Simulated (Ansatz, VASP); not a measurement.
**Cl in VASP and in Ansatz**

```
Cl
1.0
     0.00000    2.22398    2.22398
     2.22398    0.00000    2.22398
     2.22398    2.22398    0.00000
Cl
1
Direct
  0.00000 0.00000 0.00000
```

Alike in both runs: task relaxation of cell and atoms; functional PBE; k mesh 15 × 15 × 15; occupations fermi-dirac, width 0.05 eV; no spin polarisation.

|  | VASP | Ansatz |
| --- | --- | --- |
| version | VASP 6.6.1 | Ansatz 0.2.0 |
| potentials or method | VASP PAW PBE potentials, release 64 (Cl) | PAW with Ansatz's default frozen-core files, scalar-relativistic |
| plane-wave cutoff (eV) | 600 | 420 |
| valence electrons in the cell | 7 | 7 |

|  | VASP | Ansatz | Ansatz less VASP |
| --- | --- | --- | --- |
| relaxed volume (Å³/atom) | 21.24 | 21.23 | -0.015 |
| relaxed cell length with the largest relative difference (Å) | 3.109 | 3.108 | -0.0007 |
| energy change over the relaxation (meV/atom) | -3 | -2 | +0.2 |

Caveats: an odd number of electrons without spin polarisation forces a metal; a magnetic or distorted state may lie lower.
